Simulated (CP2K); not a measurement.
The system is CuO (Tenorite).

```
Cu O
1.0
     2.90048    0.00000    0.00000
     0.88113    2.76341    0.00000
    -0.68631   -0.50152    5.05787
Cu O
2 2
Direct
  0.50000 0.00000 0.50000
  0.00000 0.50000 0.00000
  0.41840 0.58160 0.75000
  0.58160 0.41840 0.25000
```

Program: CP2K 2026.2. Alike in all runs: task band structure; no spin polarisation; cell as given; k mesh 10 × 10 × 5. Hardware: 2 threads of Arm Neoverse V1 (shared host).

Question: Order these runs on this cell by their wall time, lowest first.
A. level TB-mBJ; potentials or basis POTENTIAL_UZH Cu GTH-PBE-q11, O GTH-PBE-q6; TZVP-MOLOPT-PBE-GTH basis; smearing fermi-dirac 0.1 eV; EPS_DEFAULT 1.0E-10; NGRIDS 5; points a segment of the path (NPOINTS) 6; bands added on the path 2; CUTOFF of the grids 850 Ry
B. level r2SCAN; potentials or basis POTENTIAL_UZH Cu GTH-SCAN-q11, O GTH-SCAN-q6; TZVP-MOLOPT-SCAN-GTH basis; smearing fermi-dirac 0.0259 eV; EPS_DEFAULT 1.0E-10; NGRIDS 4; points a segment of the path (NPOINTS) 8; bands added on the path 4; CUTOFF of the grids 850 Ry
C. level LDA; potentials or basis GTH_POTENTIALS Cu GTH-PADE-q11, O GTH-PADE-q6; TZVP-MOLOPT-PBE-GTH basis; smearing fermi-dirac 0.05 eV; EPS_DEFAULT 1.0E-9; NGRIDS 4; points a segment of the path (NPOINTS) 6; bands added on the path 4; CUTOFF of the grids 600 Ry

Answer: C (140 s), B (300 s), A (820 s).

Caveats: the run has no spin polarisation, though such a crystal can be magnetic; this is a model potential without an energy functional, so only levels have meaning (some runs).
